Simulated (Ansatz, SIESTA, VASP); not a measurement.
## C: programs and potentials compared

The starting cell:

```
CELL_PARAMETERS angstrom
0.00000 1.78337 1.78337
1.78337 0.00000 1.78337
1.78337 1.78337 0.00000
ATOMIC_POSITIONS crystal
C 0.75000 0.75000 0.75000
C 0.50000 0.50000 0.50000
```

Alike in all runs: task relaxation of cell and atoms; functional PBE; k mesh 13 × 13 × 13; occupations fermi-dirac, width 0.05 eV; no spin polarisation; no spin-orbit coupling.

```csv
program and potentials,plane-wave cutoff (eV),notes,equilibrium volume (Å³/atom)
"Ansatz, Ansatz PAW",420,-,5.69
"SIESTA, files PseudoDojo sr-pbe-0.4.1-standard, TZP (energy shift 0.002 Ry)",-,atomic basis,5.74
"VASP, PBE PAW files C_h, 980 eV",980,-,5.69
"Ansatz, all-electron LAPW, scalar-relativistic",-,-,5.69
"SIESTA, files PseudoDojo sr-pbe-0.4.1-standard, TZDP (energy shift 0.002 Ry)",-,atomic basis,5.75
"VASP, PBE PAW files C_s, 480 eV",480,-,5.71
"VASP, PBE PAW files C, release 54, 580 eV",580,-,5.70
"VASP, PBE PAW files C, release 54, 600 eV",600,-,5.70
```

The equilibrium volume spans 5.69 (VASP, PBE PAW files C_h, 980 eV) to 5.75 Å³/atom (SIESTA, files PseudoDojo sr-pbe-0.4.1-standard, TZDP (energy shift 0.002 Ry)), with all-electron results at 5.69. Relaxations stop with a little pressure left, so the last digit of a volume isn't settled. Rows in atomic bases carry the error of their basis and grid, which can be large.

The functional is the same throughout but for its coding, so the spread measures potentials, basis and numerics; runs on potential files found faulty are left out.

For diamond, the PAW results lie close to the all-electron volume of 5.69 Å³/atom, while both SIESTA runs give larger cells. The narrow spread reflects the stiff network of sp³ σ bonds: with so high a bulk modulus, a small error in the pressure shifts the volume very little.

Carbon is nevertheless a demanding test for a potential. Its 2p shell has no p core states beneath it, so the orbital is compact, and the short bonds leave little room for large core radii. This probably explains why the soft C_s files give 5.71 Å³/atom and the hard C_h files match the all-electron value, though the difference is slight. The larger SIESTA volumes can't be assigned to the orbital basis alone, since the potentials change too. Going from TZP to TZDP doesn't bring the volume closer to the all-electron result, so the added polarisation functions don't remove the offset. Agreement at the equilibrium volume doesn't establish equal accuracy for the elastic response or for the energy relative to graphite.
